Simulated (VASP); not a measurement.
A run of VASP 6.6.1 is set up as follows.

Contents of INCAR:

```
SYSTEM = SnTe
PREC = Accurate ; ENCUT = 520
EDIFF = 1E-7 ; ISMEAR = 0
SIGMA = 0.01 ; LREAL = .False.
LASPH = .True. ; NELM = 80
ALGO = Normal ; ISIF = 2
LWAVE = .False. ; LCHARG = .False.
GGA = CA ; NBANDS = 17
```

The input KPOINTS:

```
Automatic mesh
0
Gamma
  10 10 10
  0 0 0
```

POSCAR

```
SnTe
1.0
    3.1181440746      3.1181440746      0.0000000000
   -3.1181440746      3.1181440746      0.0000000000
    0.0000000000      3.1181440746      3.1181440746
Sn Te
1 1
Direct
    0.0000000000      0.0000000000      0.0000000000
    0.5000000000      0.5000000000      0.0000000000
```

Potentials or basis: VASP PAW LDA potentials, release 64 (Sn_d, Te).

Run with:

```sh
$ cat potpaw_LDA.64/Sn_d/POTCAR potpaw_LDA.64/Te/POTCAR > POTCAR
$ mpirun -np 1 vasp_std > vasp.out
```

Q: What does it give for the band gap on the k mesh?

A: 0.21 eV, direct.

Q: What does it give for the pressure?

A: 0.0 GPa.

Caveat: spin-orbit coupling is left out, which moves the levels of the heavy elements.

**What was measured.**

From a printed reference work, textbook, for a bulk crystal of SnTe at 300 K: band gap 0.18 eV (direct).

Against the measured gap of SnTe, 0.18 eV (direct; 300 K; a printed reference work, textbook), the calculated 0.21 eV is off by +0.03 eV. Spin-orbit coupling on Sn, Te is left out. The value is that of LDA on a finite k mesh, which can miss the band edges, without temperature or zero-point motion.
